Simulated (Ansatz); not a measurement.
# InSe: band structure with revPBE

**Measured values to compare with.**

“The Interaction of Hydrogen with the van der Waals Crystal γ-InSe”, 2020, pmc:7321205 reports, for a bulk crystal of InSe at 300 K: band gap 1.25 eV.

InSe:

```xyz
4
Lattice="2.0000 1.1547 8.4400 -2.0000 1.1547 8.4400 0.0000 -2.3094 8.4400" Properties=species:S:1:pos:R:3 pbc="T T T"
In    0.0000    0.0000   22.4994
In    0.0000    0.0000    0.0000
Se    0.0000    0.0000    4.3525
Se    0.0000    0.0000    9.7102
```

| Quantity | Value |
| --- | --- |
| Program | Ansatz 0.2.0 |
| Task | band structure |
| Functional | revPBE |
| Potentials or basis | Ansatz PAW |
| Cutoff | 420 eV (not typed: the program's choice for these potentials) |
| k mesh | 8 × 8 × 8 |
| Occupations | fermi-dirac, width 0.05 eV |
| Spin | no spin polarisation |
| Path | [["G", "L", "B1"], ["B", "Z", "G", "X"], ["Q", "F", "P1", "Z"], ["L", "P"]] |
| Points for each segment of the path | 14 |

| Item | Value |
| --- | --- |
| Pressure | 4.0 GPa |
| Largest force | 0.393 eV/Å |
| Band gap on the k mesh | 0.54 eV, direct |
| Band gap along the path | 0.54 eV, direct |

Forces on the atoms (eV/Å):
```
In   0.000  0.000  0.393
In   0.000  0.000 -0.377
Se   0.000  0.000 -0.298
Se   0.000  0.000  0.282
```

Stress tensor (GPa, compression positive):
```
4.41 0.00 0.00
0.00 4.41 0.00
0.00 0.00 3.25
```

Levels at the corners of the path, in eV from the valence-band top:
```
point  band 27  band 28  band 29  band 30  band 31  band 32
    Γ    -1.31    -1.21    -1.21     1.75     2.19     4.44
    L    -2.33    -2.23    -1.65     1.29     2.02     3.71
   B1    -2.52    -2.23    -1.73     1.80     2.49     3.45
    B    -2.52    -2.23    -1.73     1.80     2.49     3.45
    Z    -1.14    -1.14     0.00     0.54     2.25     4.36
    Γ    -1.31    -1.21    -1.21     1.75     2.19     4.44
    X    -2.55    -2.21    -1.70     1.85     2.41     3.47
    Q    -2.55    -2.21    -1.70     1.85     2.41     3.47
    F    -2.49    -2.05    -1.49     1.27     2.03     3.38
   P1    -2.46    -2.08    -1.61     1.48     1.87     3.45
    Z    -1.14    -1.14     0.00     0.54     2.25     4.36
    L    -2.33    -2.23    -1.65     1.29     2.02     3.71
    P    -2.46    -2.08    -1.61     1.48     1.87     3.45
```

Wall time 63 s on 2 threads of Intel(R) Xeon(R) Processor @ 2.50GHz (Skylake/Cascade Lake), on a shared host, peak memory 0.58 GiB.

Against the measured gap of InSe, 1.25 eV (300 K; “The Interaction of Hydrogen with the van der Waals Crystal γ-InSe”, 2020, pmc:7321205), the calculated 0.54 eV is off by -0.71 eV. Spin-orbit coupling on In, Se is left out. The value is that of revPBE, without temperature or zero-point motion. Semilocal functionals fall short of measured gaps as a rule.

Caveat: spin-orbit coupling is left out, which moves the levels of the heavy elements; the PAW data sets come from PBE, with cores solved anew for the run's functional, which leaves a small shift of forces and pressure.
